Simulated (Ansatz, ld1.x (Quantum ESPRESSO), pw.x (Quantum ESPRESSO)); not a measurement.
From atom to crystal: ultrasoft potential for Tc (Z = 43)

| Item | Value |
| --- | --- |
| Element | technetium (Tc) |
| Generator | ld1.x (Quantum ESPRESSO) 7.5 |
| Type | ultrasoft |
| Functional | PBE |
| Relativity | scalar-relativistic |
| Frozen core | [Kr] |
| Valence charge | 7 |
| Reference configuration | 4d5 5s2 5p0 |
| Partial waves | 5s (bound): rcut 2.60, rcutus 2.95 bohr; 5s channel at 2.85 Ry: rcut 2.60, rcutus 2.95 bohr; 5p (bound, empty): rcut 2.55, rcutus 3.40 bohr; 5p channel at 4.95 Ry: rcut 2.55, rcutus 3.40 bohr; 4d (bound): rcut 2.20, rcutus 2.60 bohr; 4d channel at 1.15 Ry: rcut 2.20, rcutus 2.60 bohr |
| Local potential | all-electron potential smoothed inside 1.95 bohr (lloc = -2) |
| Core correction | a·sin(br)/r model core, default radius (core density twice the valence density) |
| Augmentation charge | PSQ, inside the norm-conserving radii |

Crystal test: sc Tc in pw.x 7.5, no spin, 13³ k-points, Fermi–Dirac smearing 0.01 Ry, cutoffs 40/320 Ry. The reference is all-electron LAPW (Ansatz 0.2.0) with the same functional, mesh and smearing; V0 and B0 come from Birch–Murnaghan fits to the pressures at five volumes. Errors are pseudo minus all-electron; Δ is the rms difference of the E(V) curves that follow from these fits, minima aligned, over ±6 % about the mean V0. Mesh and smearing are coarse, so the numbers serve the comparison and aren't converged zero-temperature values; the lattice is a test structure that the element need not adopt.

| V (Å³/atom) | P all-electron (GPa) | P pseudo (GPa) |
| --- | --- | --- |
| 15.436 | 12.96 | 13.19 |
| 15.842 | 6.14 | 7.12 |
| 16.248 | 0.20 | 1.72 |
| 16.654 | -4.99 | -3.09 |
| 17.060 | -9.50 | -7.35 |

All-electron: a0 = 2.534 Å (V0 = 16.26 Å³/atom), B0 = 220.9 GPa.

Pseudopotential: mean pressure error (GPa): +1.36; a0 (Å): 2.540; a0 error (%): +0.26; B0 error (%): -10.8; Δ (meV/atom): 5.6. The largest radius (3.40 bohr) exceeds half the bond length (2.39 bohr), so the spheres overlap, which is one possible source of error among others. This is a poor potential for the solid. Atomic configuration tests: 2 of 7 tests not solved or not reliable.

Question: At the middle volume, how do free energy and pressure move when the wave cutoff is lowered (ecutrho held at 320 Ry)?

Answer:

```json
{"cutoff (Ry)": "18", "shift of F (meV/atom)": "+314.7", "shift of P (GPa)": "-3.47"}
{"cutoff (Ry)": "24", "shift of F (meV/atom)": "+23.4", "shift of P (GPa)": "-1.37"}
{"cutoff (Ry)": "32", "shift of F (meV/atom)": "+7.5", "shift of P (GPa)": "-0.11"}
```

The run at the middle volume (84 k-points, 9 iterations) took about 5.7 s on one core of a shared host (Neoverse-V1, 32 threads, 247 GiB, load 7).
